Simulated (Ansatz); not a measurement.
Pressure against volume: Ge

```yaml
crystal:
  lattice:
    - [2.71207, 0.00000, 0.00000]
    - [0.00000, 2.71207, 0.00000]
    - [0.00000, 0.00000, 2.71207]
  atoms:
    - { symbol: Ge, position: [0.00000, 0.00000, 0.00000] }
```

The conventional cell has a = 2.712 Å, b = 2.712 Å, c = 2.712 Å, α = 90.00°, β = 90.00°, γ = 90.00°. Ge (atom 1) is surrounded by 6 Ge at 2.71 Å.

The cell was built from the sc type and relaxed in the same program, and has space group Pm-3m; it needn't be a known or the stable phase.

All numbers are computed: DFT, PBE, all-electron LAPW, scalar-relativistic (Ansatz 0.2.0); DFT, PBE, PAW with Ansatz's default frozen-core files, scalar-relativistic (Ansatz 0.2.0).

For LAPW: a Γ-centred 13×13×13 k mesh, Fermi–Dirac smearing of 0.05 eV, basis error target 0.25 meV/atom, no spin polarisation. PAW takes a cutoff of 420 eV at this cell. The Ansatz runs share mesh, smearing and spin set-up. Plane-wave (PAW) pressures include the program's estimate of the Pulay term.

The cell above is scaled evenly, with fractional coordinates and shape held.

```
V/V(cell)  V (Å³/atom)  P, LAPW (GPa)  P, PAW (GPa)
   0.9600       19.150           3.06          3.03
   0.9800       19.549           1.46          1.43
   1.0000       19.948           0.03          0.00
   1.0200       20.347          -1.25         -1.28
   1.0400       20.746              ?             ?
```

(1) Fill in the row V/V(cell) = 1.0400.

(2) What do Birch–Murnaghan fits to the pressures give?

Answers

(1) P, LAPW (GPa) = -2.39, P, PAW (GPa) = -2.42.

(2) LAPW: V0 = 19.96 Å³/atom, B0 = 67 GPa, B0′ = 4.6; PAW: V0 = 19.95 Å³/atom, B0 = 68 GPa, B0′ = 4.6.
